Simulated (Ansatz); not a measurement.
**An elastic constant from a strain scan in SnS**

These are results of DFT PBEsol, scalar-relativistic, plane waves, PAW in Ansatz 0.2.0, not measurements. Settings: plane waves to 420 eV, k-mesh 4×8×6 (Γ-centred), Gaussian smearing 0.05 eV. No spin polarisation. Energies are free energies at this smearing, counted from the undisturbed cell; pressure is positive in compression.

The undisturbed cell (relaxed at this level):

```
CELL_PARAMETERS angstrom
11.09675 0.00000 0.00000
0.00000 3.98441 0.00000
0.00000 0.00000 4.23154
ATOMIC_POSITIONS crystal
Sn 0.11858 0.25000 0.11017
Sn 0.38142 0.75000 0.61017
Sn 0.61858 0.25000 0.38983
Sn 0.88142 0.75000 0.88983
S 0.85335 0.25000 0.47475
S 0.64665 0.75000 0.97475
S 0.35335 0.25000 0.02525
S 0.14665 0.75000 0.52525
```

The cell is strained by ε times the Voigt pattern (0, 1, 0, 0, 0, 0) (xx, yy, zz, yz, xz, xy; engineering shear) with fractional coordinates fixed. The cell holds 8 atoms in V0 = 187.09 Å³. The stress column is τ = (1/V0) dE/dε, got from the stress tensor σ (compression positive) at each point as −det(1 + εP) σ : P(1 + εP)⁻¹, with P the pattern as a tensor.

```
      ε  ΔE (meV/atom)  τ (GPa)
-0.0400         13.407   -4.754
-0.0300          7.414   -3.469
-0.0200          3.246   -2.252
-0.0100          0.807   -1.101
 0.0000          0.000   -0.014
 0.0100          0.735    1.012
 0.0200          2.926    1.979
 0.0300          6.484    2.890
 0.0350          8.753    3.324
 0.0400              ?        ?
```

Task: Which combination of elastic constants does this scan measure, and how large is it?

Result: For small ε, τ = τ0 + Kε with K = pᵀCp, which for this pattern is C22 in the Cartesian frame shown. The parabola through τ at ε = -0.0100, 0 and 0.0100 has slope K = 106 GPa at zero. The energies per cell, E = NΔE, of the same two points give K = 2[E(ε₊)/ε₊ − E(ε₋)/ε₋]/[(ε₊ − ε₋)V0] = 106 GPa, in agreement. These are clamped-ion values.

Task: Predict the withheld row at ε = 0.0400 from the harmonic law, and compare.

Result: ΔE = V0(τ0 ε + Kε²/2)/N = 12.256 meV/atom and τ = 4.21 GPa. The calculation gives 11.334 meV/atom and 3.75 GPa: the energy lies 8 % below the harmonic value, as bonds soften when stretched.

Forces appear on the atoms along this scan, and letting them relax would lower the energy and soften the response.

Cost: 10 runs of about 2.1 core-minutes in all, on AMD EPYC 9R45 (Zen 5) (shared hosts).